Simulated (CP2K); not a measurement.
The system is Os.

```
CELL_PARAMETERS angstrom
2.73410 0.00000 0.00000
-1.36705 2.36780 0.00000
0.00000 0.00000 4.31970
ATOMIC_POSITIONS crystal
Os 0.66667 0.33333 0.75000
Os 0.33333 0.66667 0.25000
```

Program: CP2K 2026.2. Alike in all runs: no spin polarisation; cell as given; k mesh 11 × 11 × 6.

**Question.** Order these runs on this cell by their pressure, lowest first.
A. level PBE; potentials or basis POTENTIAL_UZH Os GTH-PBE-q16; TZVP-MOLOPT-PBE-GTH basis; smearing gaussian 0.011 eV; NGRIDS 5; potentials Os GTH-PBE-q16 of POTENTIAL_UZH
B. level LDA; potentials or basis GTH_POTENTIALS Os GTH-PADE-q16; TZVP-MOLOPT-PBE-GTH basis; smearing fermi-dirac 0.05 eV; NGRIDS 5; potentials Os GTH-PADE-q16 of GTH_POTENTIALS; points a segment of the path (NPOINTS) 8; bands added on the path 6
C. level RPBE; potentials or basis POTENTIAL_UZH Os GTH-PBE-q16; TZVP-MOLOPT-PBE-GTH basis; smearing fermi-dirac 0.05 eV; NGRIDS 4; potentials Os GTH-PBE-q16 of POTENTIAL_UZH; points a segment of the path (NPOINTS) 8; bands added on the path 4

**Answer.** B (-29.8 GPa), A (6.8 GPa), C (10.2 GPa).

Caveats: the basis of atomic orbitals isn't converged, which shifts pressures, moduli and gaps; a pressure of tens of GPa on the cell as given is suspect, and the run, the potentials or the cell itself is likely at fault (some runs); the potentials were made for another functional, which shifts forces and pressure (some runs).
